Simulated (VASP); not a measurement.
Runs of VASP 6.6.1 on LiH. The structure is cubic, space group Fm-3m (No. 225). The conventional cell has a = 3.973 Å, b = 3.973 Å, c = 3.973 Å, α = 90.00°, β = 90.00°, γ = 90.00°. Li (site symmetry m-3m) is surrounded by 6 H at 1.99 Å. H (site symmetry m-3m) is surrounded by 6 Li at 1.99 Å. The cell is a database's computed one.

```csv
level,potentials or basis,k mesh,cutoff (eV),smearing,further INCAR settings,gap on the mesh (eV),pressure (GPa)
PBEsol,"VASP PAW PBE potentials, release 64 (Li_sv, H_h)",10 × 10 × 10,900,gaussian 0.02 eV,ALGO = Fast; EDIFF = 1e-06,2.73,0.1
r2SCAN,"VASP PAW PBE potentials, release 64 (Li_sv, H)",10 × 10 × 10,520,gaussian 0.02 eV,ALGO = Normal; EDIFF = 1e-06,(a),-
PBEsol,"VASP PAW PBE potentials, release 64 (Li_sv, H)",16 × 16 × 16,520,gaussian 0.02 eV,ALGO = Fast; EDIFF = 1e-06,2.72,-
PBEsol,"VASP PAW PBE potentials, release 64 (Li_sv, H)",10 × 10 × 10,700,gaussian 0.02 eV,ALGO = Fast; EDIFF = 1e-06,2.73,0.0
PBEsol,"VASP PAW PBE potentials, release 64 (Li_sv, H)",10 × 10 × 10,520,gaussian 0.5 eV,ALGO = Fast; EDIFF = 1e-06,2.72,-
```

Alike in all rows: task single point; no spin polarisation; cell as given.

Question: Estimate the missing entries.

Answer: (a) 3.57.

Caveats: the PAW data sets were made with another functional, which shifts forces and pressure a little; the cutoff is under 1.25 times the usual one of these potentials, so pressure, stress and relaxed cells hold a basis-set (Pulay) error (some runs).

A k mesh can miss the band edges.

Not every run made on this cell is shown here.
